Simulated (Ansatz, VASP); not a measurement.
**Two plane-wave programs on N**

```
N
1.0
     2.57764    0.00000    0.00000
    -1.28882    2.23230    0.00000
     0.00000    0.00000    2.46204
N
2
Direct
  0.66667 0.33333 0.25000
  0.33333 0.66667 0.75000
```

The real solid is made of molecules; this cell is a model form.

Alike in both runs: functional PBE; k mesh 12 × 12 × 8; occupations gaussian, width 0.1 eV; no spin polarisation.

Ansatz relaxed the structure, and its values are those at the end. VASP's run is a single point on that final structure, the one shown.

```csv
,VASP,Ansatz
version,VASP 6.6.1,Ansatz 0.2.0
potentials or method,"VASP PAW PBE potentials, release 64 (N)","scalar-relativistic, plane waves, PAW"
plane-wave cutoff (eV),520,420
valence electrons in the cell,10,10
```

```tsv
	VASP	Ansatz	Ansatz less VASP
gap on the k mesh at the Fermi level (eV)	none	none	-
pressure (GPa)	0.0	0.0	+0.07
```

A gap of «none» marks a metal or a gap that the smearing closes. With one functional, cell and mesh, what is left measures potentials, basis and numerics.
